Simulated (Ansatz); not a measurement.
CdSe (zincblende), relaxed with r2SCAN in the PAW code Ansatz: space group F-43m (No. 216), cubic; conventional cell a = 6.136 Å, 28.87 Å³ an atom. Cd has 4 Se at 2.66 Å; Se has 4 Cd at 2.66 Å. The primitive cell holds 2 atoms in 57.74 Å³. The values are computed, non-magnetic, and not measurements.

Computed values: Without spin-orbit coupling PBE's valence top is a threefold level at Γ and the gap is 0.555 eV; with it the level splits into four states above two, Δ₀ = 0.363 eV apart. HSE06 (6×6×6) gives a least gap of 1.48 eV, direct. r2SCAN's ε∞ is 6.57.

**What is the density?** The cell holds 1 Cd, 1 Se: M = 1×112.414 + 1×78.971 = 191.38 u in V = 57.74 Å³. ρ = 1.66054 × M/V = 1.66054 × 191.38/57.74 = 5.504 g/cm³, for the static r2SCAN lattice.

**If the centre of gravity stays and the conduction band doesn't move, what gap follows with spin-orbit coupling?** The fourfold level rises by Δ₀/3 = 0.121 eV and the twofold one falls by 2Δ₀/3, so E_g ≈ 0.555 − 0.121 = 0.434 eV. The PBE+SOC run gives 0.437 eV, +0.003 eV from the estimate.

**At what wavelength does absorption set in by HSE06, excitons left aside?** λ = 1239.84 eV nm/E: 838 nm for the least gap. That lies in the infrared.

**What refractive index and reflectivity at normal incidence follow, below the gap and above the phonons?** n = √6.57 = 2.563; R = ((n − 1)/(n + 1))² = (1.563/3.563)² = 19.2 % a face.

Only the levels marked +SOC include spin-orbit coupling.

The meshes of the hybrids are coarse, so their gaps aren't converged to the digits shown.
